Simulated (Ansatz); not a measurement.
Runs of Ansatz 0.2.0 on Cd. The structure is hexagonal, space group P6_3/mmc (No. 194). Conventional cell: a = 2.979 Å, b = 2.979 Å, c = 5.618 Å, α = 90.00°, β = 90.00°, γ = 120.00°. Around Cd (site symmetry -6m2) lie 12 Cd at 2.98 to 3.29 Å. 

```tsv
task	level	potentials or basis	spin	cell	k mesh	cutoff (eV)	smearing	q mesh	points for each segment of the path	other keys	gap on the mesh (eV)	pressure (GPa)
electrostatic potential	PBE	Ansatz PAW	SOC, no magnetisation	as given	10 × 10 × 5	420	fermi-dirac 0.1 eV	-	-	-	none	2.7
phonons	PBE+D3(BJ)-ATM	SPMS NC	off	as given	10 × 10 × 4	653	cold 0.025 eV	2 × 2 × 2	8	scf.algorithm = density_mixing; scf.eigensolver.kind = davidson	none	-
relaxation of cell and atoms	BLYP+D3(BJ)	SSSP efficiency PAW	off	relaxed	10 × 10 × 5	1361	fermi-dirac 0.05 eV	-	-	-	none	0.0
atomic charges	RPBE	Ansatz PAW	SOC, no magnetisation	as given	10 × 10 × 5	420	methfessel-paxton 0.1 eV	-	-	-	none	(a)
```

**Question.** Fill in the values left out.

**Answer.** (a) 5.4.

Caveats: pairwise dispersion overbinds metals, which lowers pressure and volume (some runs); the plane-wave basis is chosen anew once the cell has moved, so the energies of steps on either side of that aren't comparable (some runs); the PAW data sets come from PBE, with cores solved anew for the run's functional, which leaves a small shift of forces and pressure (some runs).

A k mesh can miss the band edges, and rows without SOC leave out spin-orbit coupling on Cd.

A gap of «none» marks a metal or a gap under the smearing width.
